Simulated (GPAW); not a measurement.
Runs of GPAW 26.7.0 on SiC (Moissanite). It takes space group P6_3mc (No. 186, hexagonal). Conventional cell: a = 3.076 Å, b = 3.076 Å, c = 5.048 Å, α = 90.00°, β = 90.00°, γ = 120.00°. Si (site symmetry 3m) is surrounded by 4 C at 1.87 to 1.94 Å. Around C (site symmetry 3m) lie 4 Si at 1.87 to 1.94 Å. 

```csv
task,level,potentials or basis,cell,k mesh,cutoff (eV),smearing,maxiter,optimizer,fmax,max steps,target pressure,grid spacing,other keys,gap on the mesh (eV),pressure (GPa),relaxed volume (Å³/atom),largest force (eV/Å)
relaxation of cell and atoms,PBEsol,"PAW data sets generated in the run's folder for this functional, pw",relaxed to 10 GPa,7 × 7 × 4,800,fermi-dirac 0.05 eV,150,BFGS,0.02 eV/Å,60,10 GPa,-,-,2.38,10.0,-,0.01
dielectric tensor,PBE,"GPAW PAW data sets (gpaw-data 1.2.1), pw",as given,8 × 8 × 4,600,fermi-dirac 0.001 eV,150,-,-,-,-,-,-,2.57,-,-,-
relaxation of cell and atoms,PBEsol,"PAW data sets generated in the run's folder for this functional, pw",relaxed,7 × 7 × 4,800,fermi-dirac 0.05 eV,150,BFGS,0.02 eV/Å,60,-,-,-,(b),0.0,10.39,0.02
relaxation of cell and atoms,PBEsol,"PAW data sets generated in the run's folder for this functional, pw",relaxed to 2 GPa,7 × 7 × 4,800,fermi-dirac 0.05 eV,150,BFGS,0.02 eV/Å,60,2 GPa,-,-,2.43,2.0,-,0.01
band structure,PBE,"GPAW PAW data sets (gpaw-data 1.2.1), lcao:dzp",as given,7 × 7 × 4,-,fermi-dirac 0.05 eV,150,-,-,-,-,0.2 Å,-,-,-,-,0.84
relaxation of cell and atoms,SCAN+D3,"GPAW PAW data sets (gpaw-data 1.2.1), pw",relaxed,7 × 7 × 4,800,fermi-dirac 0.05 eV,150,LBFGS,0.01 eV/Å,60,-,-,-,2.95,0.1,10.32,0.01
single point,PBE,"GPAW PAW data sets (gpaw-data 1.2.1), pw",as given,8 × 8 × 4,600,fermi-dirac 0.05 eV,120,-,-,-,-,-,-,2.57,5.2,-,0.77
single point,PBE,"GPAW PAW data sets (gpaw-data 1.2.1), pw",as given,13 × 13 × 7,800,fermi-dirac 0.05 eV,80,-,-,-,-,-,"several, not listed",2.41,5.0,-,0.77
relaxation of cell and atoms,PBE,"GPAW PAW data sets (gpaw-data 1.2.1), pw",relaxed,7 × 7 × 4,800,fermi-dirac 0.05 eV,150,FIRE,0.01 eV/Å,60,-,-,-,2.61,-0.1,10.57,-
relaxation of cell and atoms,BLYP,"PAW data sets generated in the run's folder for this functional, pw",relaxed to 20 GPa,7 × 7 × 4,800,fermi-dirac 0.05 eV,150,LBFGS,0.05 eV/Å,60,20 GPa,-,-,2.86,20.0,-,0.01
relaxation of cell and atoms,PBEsol,"PAW data sets generated in the run's folder for this functional, pw",relaxed to 20 GPa,7 × 7 × 4,800,fermi-dirac 0.05 eV,150,BFGS,0.02 eV/Å,60,20 GPa,-,-,2.32,19.9,-,-
relaxation of cell and atoms,PBEsol,"PAW data sets generated in the run's folder for this functional, pw",relaxed to 30 GPa,7 × 7 × 4,800,fermi-dirac 0.05 eV,150,BFGS,0.02 eV/Å,60,30 GPa,-,-,(a),30.0,-,-
```

Alike in all rows: no spin polarisation.

**Question.** Fill in the values left out.

**Answer.** (a) 2.27; (b) 2.45.

Caveats: an odd mesh through Γ misses points on the zone boundary, where band edges often lie (some runs); later steps reuse the first step's grids (some runs); the long-wavelength limit can be off by a per cent or two (some runs); the real-space grid adds noise to forces (some runs); the basis of atomic orbitals isn't converged, which shifts pressures, moduli and gaps (some runs); the PAW data sets were made with another functional, which shifts forces and pressure a little (some runs); the cutoff is short for stress and forces, so pressures can be off by a GPa or more (some runs).
